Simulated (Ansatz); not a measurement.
Crystal: InSe.

```
CELL_PARAMETERS angstrom
2.00000 1.15470 8.44000
-2.00000 1.15470 8.44000
0.00000 -2.30940 8.44000
ATOMIC_POSITIONS crystal
In 0.88860 0.88860 0.88860
In 0.00000 0.00000 0.00000
Se 0.17190 0.17190 0.17190
Se 0.38350 0.38350 0.38350
```

Base run:

| Property | Result |
| --- | --- |
| Program | Ansatz 0.2.0 |
| Functional | r2SCAN |
| Potentials or basis | Ansatz PAW |
| Cutoff | 500 eV (not typed: the program's choice for these potentials) |
| k mesh | 8 × 8 × 8 |
| Occupations | fermi-dirac, width 0.05 eV |
| Spin | no spin polarisation |

Its results: band gap on the k mesh 0.87 eV, direct; pressure 1.1 GPa; largest force 0.239 eV/Å.

Question: After a change of settings the same cell gave: band gap on the k mesh 0.54 eV, direct; pressure 4.0 GPa; largest force 0.393 eV/Å. Which change was it?
A. functional from r2SCAN to revPBE; cutoff from 500 eV (not typed: the program's choice for these potentials) to 420 eV (not typed: the program's choice for these potentials)
B. functional from r2SCAN to PBE; cutoff from 500 eV (not typed: the program's choice for these potentials) to 420 eV (not typed: the program's choice for these potentials); occupations from fermi-dirac, width 0.05 eV to gaussian, width 0.012 eV
C. functional from r2SCAN to PBEsol; cutoff from 500 eV (not typed: the program's choice for these potentials) to 420 eV (not typed: the program's choice for these potentials)
D. functional from r2SCAN to BLYP; cutoff from 500 eV (not typed: the program's choice for these potentials) to 420 eV (not typed: the program's choice for these potentials)

Answer: A.

r2SCAN gives the wider gap, since meta-GGAs in the generalised Kohn-Sham scheme recover part of the derivative discontinuity.

Caveats: spin-orbit coupling is left out, which moves the levels of the heavy elements; the PAW data sets come from PBE, with cores solved anew for the run's functional, which leaves a small shift of forces and pressure.
